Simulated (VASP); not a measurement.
Runs of VASP 6.6.1 on Ca. The structure is tetragonal, space group I4/mmm (No. 139). Conventional cell: a = 4.390 Å, b = 4.390 Å, c = 4.372 Å, α = 90.00°, β = 90.00°, γ = 90.00°. Ca (site symmetry 4/mmm) is surrounded by 8 Ca at 3.80 Å. This isn't the form of Ca at room conditions, which is fcc.

| task | level | spin | cell | cutoff (eV) | smearing | gap on the mesh (eV) | pressure (GPa) | moment (μB) |
| --- | --- | --- | --- | --- | --- | --- | --- | --- |
| single point | PBE | collinear, twin_end start | I4/mmm, 42.14 Å³/atom | 520 | methfessel-paxton 0.1 eV | none | 0.0 | 0.18 |
| relaxation of cell and atoms | PBE | collinear, twin_end start | relaxed | 600 | methfessel-paxton 0.1 eV | none | 0.0 | 0.18 |
| single point | PBE+D4 | off | cell strained at random at fixed volume | 520 | tetrahedron | none | -1.0 | - |
| single point | revPBE | off | I4/mmm, 42.72 Å³/atom | 520 | tetrahedron | none | (a) | - |

Alike in all rows: potentials or basis VASP PAW PBE potentials, release 64 (Ca_sv); k mesh 9 × 9 × 9.

Problem. Fill in the values left out.

Solution. (a) 0.3.

Caveats: tetrahedron occupations give inexact forces and stress in metals (some runs); pairwise dispersion overbinds metals, which lowers pressure and volume (some runs); the PAW data sets were made with another functional, which shifts forces and pressure a little (some runs).

A gap of «none» marks a metal or a gap under the smearing width.
